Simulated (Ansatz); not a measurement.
Trial structure of C, not yet relaxed:

```
C
1.0
     2.59824    0.00000    0.00000
     0.00000    2.59824    0.00000
     0.00000    0.00000    2.59824
C
3
Direct
  0.00000 0.50000 0.50000
  0.50000 0.00000 0.50000
  0.50000 0.50000 0.00000
```

Method: DFT PBE, scalar-relativistic, plane waves, PAW (Ansatz 0.2.0). Plane waves to 420 eV, a k mesh through Γ of 6×6×6 on the computed 3-atom cell and Gaussian smearing (0.10 eV); no spin polarisation.

Energies count from the standard state of C at the same level.

Q: Estimate its pressure, forces and energy as it stands.

A: The pressure is 10.4 GPa (it wants to expand), the largest force is 0.00 eV/Å (symmetry fixes the atoms), and the energy is +3.66 eV/atom against the standard state. The shortest distance is 1.84 Å.

Q: How much does it gain on relaxing, and where does it end?

A: Relaxing gains under 0.1 eV/atom (the start's value is from the coarse mesh, so the gain is rough) in 14 ionic steps and ends at +3.65 eV/atom on the finer mesh. The symmetry stays Pm-3m (No. 221). The volume per atom grows by 2.5 %, from 5.8 to 6.0 Å³. The shortest distance goes from 1.84 Å (C–C) to 1.85 Å (C–C). Conventional cell: a = 2.620 Å. Around C lie 8 C at 1.85 Å.

The last run used an 18×18×18 mesh for its 3-atom cell and Gaussian smearing of 0.10 eV. The reference form of C is held partly by dispersion forces, which this level lacks. The relaxation can't lower the symmetry of the start. A later test with randomly moved atoms led to a structure 2876 meV/atom lower, so this end is a saddle point or a shallow minimum.
